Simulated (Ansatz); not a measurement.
## MoS2: changing spin-orbit coupling

```cif
data_structure
_symmetry_space_group_name_H-M 'P6_3/mmc'
_symmetry_Int_Tables_number 194
_cell_length_a 3.1690
_cell_length_b 3.1690
_cell_length_c 12.3240
_cell_angle_alpha 90.000
_cell_angle_beta 90.000
_cell_angle_gamma 120.000
_cell_volume 107.18
loop_
_atom_site_label
_atom_site_type_symbol
_atom_site_symmetry_multiplicity
_atom_site_Wyckoff_symbol
_atom_site_fract_x
_atom_site_fract_y
_atom_site_fract_z
_atom_site_occupancy
Mo1 Mo 2 c 0.66667 0.33333 0.75000 1
S1 S 4 f 0.66667 0.33333 0.37700 1
```

Kept alike: task band structure; functional PBEsol; k mesh 10 × 10 × 3; occupations fermi-dirac, width 0.05 eV. Program: Ansatz, Ansatz PAW, cutoff 420 eV. The mesh is that of the run's cell of 6 atoms.

```csv
spin-orbit coupling,band gap (eV)
off,0.841
on,0.836
```

Gaps are the smaller of the mesh's and the band path's. All rows use potentials made for PBE.

Question: What does spin-orbit coupling change here?

Answer: The band gap runs from 0.836 (on) to 0.841 eV (off). Spin-orbit coupling splits p and d bands at the edges, and the more so the heavier the atoms.
